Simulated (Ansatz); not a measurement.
# InP: stress in a strained cell

InP is deformed so: zz strain of -1 %. What stress and forces result, by LAPW, PAW and all-electron datasets made for the crystal?

Method: DFT PBE, scalar-relativistic, in Ansatz 0.2.0.

## Step 1: The system as given

The structure is cubic, space group Fm-3m (No. 225). Conventional cell: a = 5.710 Å, b = 5.710 Å, c = 5.710 Å, α = 90.00°, β = 90.00°, γ = 90.00°. In (site symmetry m-3m) has 6 P at 2.85 Å as nearest neighbours. P (site symmetry m-3m) is surrounded by 6 In at 2.85 Å.

As a file:

```cif
data_structure
_symmetry_space_group_name_H-M 'P 1'
_symmetry_Int_Tables_number 1
_cell_length_a 4.0376
_cell_length_b 4.0376
_cell_length_c 4.0376
_cell_angle_alpha 60.000
_cell_angle_beta 60.000
_cell_angle_gamma 60.000
_cell_volume 46.54
loop_
_atom_site_label
_atom_site_type_symbol
_atom_site_fract_x
_atom_site_fract_y
_atom_site_fract_z
_atom_site_occupancy
In1 In 0.00000 0.00000 0.00000 1
P1 P 0.50000 0.50000 0.50000 1
```

Atoms are numbered in the order of the input: In1, P2.

## Step 2: The deformed structure

Space group Fm-3m before, I4/mmm after.

## Step 3: LAPW, all electrons

File input.yaml:

```yaml
crystal:
  lattice:
    - [0.0, 2.855, 2.82645]
    - [2.855, 0.0, 2.82645]
    - [2.855, 2.855, 0.0]
  atoms:
    - { symbol: In, position: [0.0, 0.0, 0.0] }
    - { symbol: P, position: [0.5, 0.5, 0.5] }
kpoints:
  mp_grid: { grid: [11, 11, 11] }
  band_path:
    path:
      - [0.0, 0.0, 0.0]
      - [0.0, 0.5, 0.5]
      - [0.25, 0.75, 0.5]
      - [0.0, 0.5, 0.0]
      - [0.0, 0.0, 0.0]
      - [0.5, 0.5, 0.0]
      - [0.3775380063, 0.6224619937, 0.0]
      - [-0.3775380063, 0.3775380063, 0.0]
      - [0.0, 0.0, 0.0]
    npoints: 5
scf:
  occupations: { method: fermi_dirac, width: 0.03 }
hamiltonian:
  xc: pbe
  pseudopotentials: { kind: all_electron, lapw: { basis_error: 0.00025 } }
output:
  forces: true
  stress: true
  eigenvalues: true
```

The run is started by

```sh
> ansatz run input.yaml --threads 1 --pin off --max-ram 3072MiB --backend cpu --events-out ev --progress --plain --runs-dir out
```

## Step 4: PAW with frozen cores

File input.yaml:

```yaml
crystal:
  lattice:
    - [0.0, 2.855, 2.82645]
    - [2.855, 0.0, 2.82645]
    - [2.855, 2.855, 0.0]
  atoms:
    - { symbol: In, position: [0.0, 0.0, 0.0] }
    - { symbol: P, position: [0.5, 0.5, 0.5] }
kpoints:
  mp_grid: { grid: [11, 11, 11] }
scf:
  occupations: { method: fermi_dirac, width: 0.03 }
hamiltonian:
  xc: pbe
  pseudopotentials: { kind: paw }
output:
  forces: true
  stress: true
  eigenvalues: true
  efg: { contact_densities: true }
```

## Step 5: All-electron PAW on datasets made for the crystal

input.yaml, as its differences from that of step 4:

```diff
@@ -14,3 +14,3 @@
   xc: pbe
-  pseudopotentials: { kind: paw }
+  pseudopotentials: { kind: all_electron, datasets: crystal }
 output:
```

(Steps that only read results are left out.)

Q: Predict the outcome of this session. Wanted: pressure; largest shear or deviatoric stress.

**Answer**, as computed:

| quantity | value |
| --- | --- |
| pressure | LAPW -4.88, PAW -4.89, crystal datasets -4.88 GPa |
| largest shear or deviatoric stress (LAPW) | 0.58 GPa |

In words: The largest part of the stress beyond the pressure is 0.58 GPa in size, in the zz component; the atoms are carried along and not relaxed. No run of the undeformed cell stands beside it, so the pressure holds what the given cell had before the change. PAW: stress within 0.01 GPa of LAPW. Crystal datasets: stress within 0.01 GPa of LAPW.
